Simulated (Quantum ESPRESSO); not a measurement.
Here is a Quantum ESPRESSO 7.5 calculation.

Contents of pw.in:

```
&CONTROL
  calculation = 'scf'
  prefix = 'pwscf'
  outdir = './tmp'
  pseudo_dir = './pseudo'
  tprnfor = .true.
  tstress = .true.
  disk_io = 'low'
/
&SYSTEM
  ibrav = 0
  nat = 2
  ntyp = 1
  ecutwfc = 55
  ecutrho = 440
  nbnd = 20
  occupations = 'smearing'
  smearing = 'fd'
  degauss = 0.00367493
/
&ELECTRONS
  conv_thr = 4d-10
  electron_maxstep = 120
  mixing_beta = 0.5
/
ATOMIC_SPECIES
Ta   180.9479 Ta_pbe_v1.uspp.F.UPF
CELL_PARAMETERS angstrom
   2.9003720726    0.0000000000    0.0000000000
  -1.4501860363    2.5117958953    0.0000000000
   0.0000000000    0.0000000000    5.1662740000
ATOMIC_POSITIONS crystal
Ta     0.3333333333    0.6666666667    0.2500000000
Ta     0.6666666667    0.3333333333    0.7500000000
K_POINTS automatic
11 11 5 0 0 0
```

File pp_density.in:

```
&INPUTPP
  prefix = 'pwscf'
  outdir = './tmp'
  filplot = 'density.dat'
  plot_num = 0
/
&PLOT
  nfile = 1
  filepp(1) = 'density.dat'
  iflag = 3
  output_format = 6
  fileout = 'density.cube'
/
```

pp_potential.in

```
&INPUTPP
  prefix = 'pwscf'
  outdir = './tmp'
  filplot = 'potential.dat'
  plot_num = 11
/
&PLOT
  nfile = 1
  filepp(1) = 'potential.dat'
  iflag = 3
  output_format = 6
  fileout = 'potential.cube'
/
```

Potentials or basis: SSSP 1.3 efficiency PBE.

Command:

```sh
$ OMP_NUM_THREADS=1 pw.x -in pw.in > pw.out
$ OMP_NUM_THREADS=1 pp.x -in pp_density.in > pp_density.out
$ OMP_NUM_THREADS=1 pp.x -in pp_potential.in > pp_potential.out
```

(1) Estimate the pressure.

(2) What does it give for the band gap on the k mesh?

## Answers

(1) -1.2 GPa.

(2) none (metal or under the smearing width).
